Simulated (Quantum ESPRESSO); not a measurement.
A run of Quantum ESPRESSO 7.5 is set up as follows.

pw.in

```
&CONTROL
  calculation = 'scf'
  prefix = 'pwscf'
  outdir = './tmp'
  pseudo_dir = './pseudo'
  tprnfor = .true.
  tstress = .true.
  disk_io = 'low'
/
&SYSTEM
  ibrav = 0
  nat = 2
  ntyp = 2
  ecutwfc = 45
  ecutrho = 360
  nbnd = 14
  occupations = 'smearing'
  smearing = 'fd'
  degauss = 0.00367493
/
&ELECTRONS
  conv_thr = 4d-10
  electron_maxstep = 120
  mixing_beta = 0.5
/
ATOMIC_SPECIES
Rb    85.4678 rb_lda_v1.uspp.F.UPF
Cl    35.4500 cl_lda_v1.4.uspp.F.UPF
CELL_PARAMETERS angstrom
   0.0000000000    3.2740000000    3.2740000000
   3.2740000000    0.0000000000    3.2740000000
   3.2740000000    3.2740000000    0.0000000000
ATOMIC_POSITIONS crystal
Rb     0.0000000000    0.0000000000    0.0000000000
Cl     0.5000000000    0.5000000000    0.5000000000
K_POINTS automatic
7 7 7 0 0 0
```

Contents of bands.in:

```
&CONTROL
  calculation = 'bands'
  prefix = 'pwscf'
  outdir = './tmp'
  pseudo_dir = './pseudo'
  disk_io = 'low'
  verbosity = 'high'
/
&SYSTEM
  ibrav = 0
  nat = 2
  ntyp = 2
  ecutwfc = 45
  ecutrho = 360
  nbnd = 14
  occupations = 'smearing'
  smearing = 'fd'
  degauss = 0.00367493
/
&ELECTRONS
  conv_thr = 1d-08
  electron_maxstep = 120
  mixing_beta = 0.5
  diago_full_acc = .true.
  startingwfc = 'random'
/
ATOMIC_SPECIES
Rb    85.4678 rb_lda_v1.uspp.F.UPF
Cl    35.4500 cl_lda_v1.4.uspp.F.UPF
CELL_PARAMETERS angstrom
   0.0000000000    3.2740000000    3.2740000000
   3.2740000000    0.0000000000    3.2740000000
   3.2740000000    3.2740000000    0.0000000000
ATOMIC_POSITIONS crystal
Rb     0.0000000000    0.0000000000    0.0000000000
Cl     0.5000000000    0.5000000000    0.5000000000
K_POINTS crystal
60
 0.0000000000  0.0000000000  0.0000000000 1
 0.0625000000  0.0000000000  0.0625000000 1
 0.1250000000  0.0000000000  0.1250000000 1
 0.1875000000  0.0000000000  0.1875000000 1
 0.2500000000  0.0000000000  0.2500000000 1
 0.3125000000  0.0000000000  0.3125000000 1
 0.3750000000  0.0000000000  0.3750000000 1
 0.4375000000  0.0000000000  0.4375000000 1
 0.5000000000  0.0000000000  0.5000000000 1
 0.5000000000  0.0625000000  0.5625000000 1
 0.5000000000  0.1250000000  0.6250000000 1
 0.5000000000  0.1875000000  0.6875000000 1
 0.5000000000  0.2500000000  0.7500000000 1
 0.4375000000  0.3125000000  0.7500000000 1
 0.3750000000  0.3750000000  0.7500000000 1
 0.3375000000  0.3375000000  0.6750000000 1
 0.3000000000  0.3000000000  0.6000000000 1
 0.2625000000  0.2625000000  0.5250000000 1
 0.2250000000  0.2250000000  0.4500000000 1
 0.1875000000  0.1875000000  0.3750000000 1
 0.1500000000  0.1500000000  0.3000000000 1
 0.1125000000  0.1125000000  0.2250000000 1
 0.0750000000  0.0750000000  0.1500000000 1
 0.0375000000  0.0375000000  0.0750000000 1
 0.0000000000  0.0000000000  0.0000000000 1
 0.0625000000  0.0625000000  0.0625000000 1
 0.1250000000  0.1250000000  0.1250000000 1
 0.1875000000  0.1875000000  0.1875000000 1
 0.2500000000  0.2500000000  0.2500000000 1
 0.3125000000  0.3125000000  0.3125000000 1
 0.3750000000  0.3750000000  0.3750000000 1
 0.4375000000  0.4375000000  0.4375000000 1
 0.5000000000  0.5000000000  0.5000000000 1
 0.5250000000  0.4500000000  0.5250000000 1
 0.5500000000  0.4000000000  0.5500000000 1
 0.5750000000  0.3500000000  0.5750000000 1
 0.6000000000  0.3000000000  0.6000000000 1
 0.6250000000  0.2500000000  0.6250000000 1
 0.5833333333  0.2500000000  0.6666666667 1
 0.5416666667  0.2500000000  0.7083333333 1
 0.5000000000  0.2500000000  0.7500000000 1
 0.5000000000  0.2857142857  0.7142857143 1
 0.5000000000  0.3214285714  0.6785714286 1
 0.5000000000  0.3571428571  0.6428571429 1
 0.5000000000  0.3928571429  0.6071428571 1
 0.5000000000  0.4285714286  0.5714285714 1
 0.5000000000  0.4642857143  0.5357142857 1
 0.5000000000  0.5000000000  0.5000000000 1
 0.4821428571  0.4821428571  0.5357142857 1
 0.4642857143  0.4642857143  0.5714285714 1
 0.4464285714  0.4464285714  0.6071428571 1
 0.4285714286  0.4285714286  0.6428571429 1
 0.4107142857  0.4107142857  0.6785714286 1
 0.3928571429  0.3928571429  0.7142857143 1
 0.3750000000  0.3750000000  0.7500000000 1
 0.6250000000  0.2500000000  0.6250000000 1
 0.5937500000  0.1875000000  0.5937500000 1
 0.5625000000  0.1250000000  0.5625000000 1
 0.5312500000  0.0625000000  0.5312500000 1
 0.5000000000  0.0000000000  0.5000000000 1
```

Potentials or basis: GBRV 1.5 LDA.

Command:

```console
$ OMP_NUM_THREADS=1 mpirun -n 2 pw.x -nk 2 -in pw.in > pw.out
$ OMP_NUM_THREADS=1 mpirun -n 2 pw.x -nk 2 -in bands.in > bands.out
```

Question: What does it give for the pressure?

Answer: -1.4 GPa.

Question: What does it give for the band gap on the k mesh?

Answer: 4.59 eV, direct.

Question: What does it give for the band gap along the path?

Answer: 4.59 eV, direct.

Levels at the corners of the path, in eV from the valence-band top:
```
point  band 4  band 5  band 6  band 7  band 8  band 9  band 10  band 11  band 12  band 13
    Γ   -7.87   -7.87    0.00    0.00    0.00    4.59     7.72     7.72     7.72     8.76
    X   -7.98   -7.98   -0.34   -0.11   -0.11    5.84     7.76     9.36     9.91    10.22
    W   -8.07   -7.85   -0.48   -0.25   -0.25    7.34     7.34     9.06     9.17    11.44
    K   -7.94   -7.93   -0.44   -0.30   -0.24    6.60     8.39     8.78     9.54    10.72
    Γ   -7.87   -7.87    0.00    0.00    0.00    4.59     7.72     7.72     7.72     8.76
    L   -7.88   -7.84   -0.96   -0.37   -0.37    7.38     7.69     9.98     9.98    11.04
    U   -7.94   -7.93   -0.44   -0.30   -0.24    6.60     8.39     8.78     9.54    10.72
    W   -8.07   -7.85   -0.48   -0.25   -0.25    7.34     7.34     9.06     9.17    11.44
    L   -7.88   -7.84   -0.96   -0.37   -0.37    7.38     7.69     9.98     9.98    11.04
    K   -7.94   -7.93   -0.44   -0.30   -0.24    6.60     8.39     8.78     9.54    10.72
    U   -7.94   -7.93   -0.44   -0.30   -0.24    6.60     8.39     8.78     9.54    10.72
    X   -7.98   -7.98   -0.34   -0.11   -0.11    5.84     7.76     9.36     9.91    10.22
```
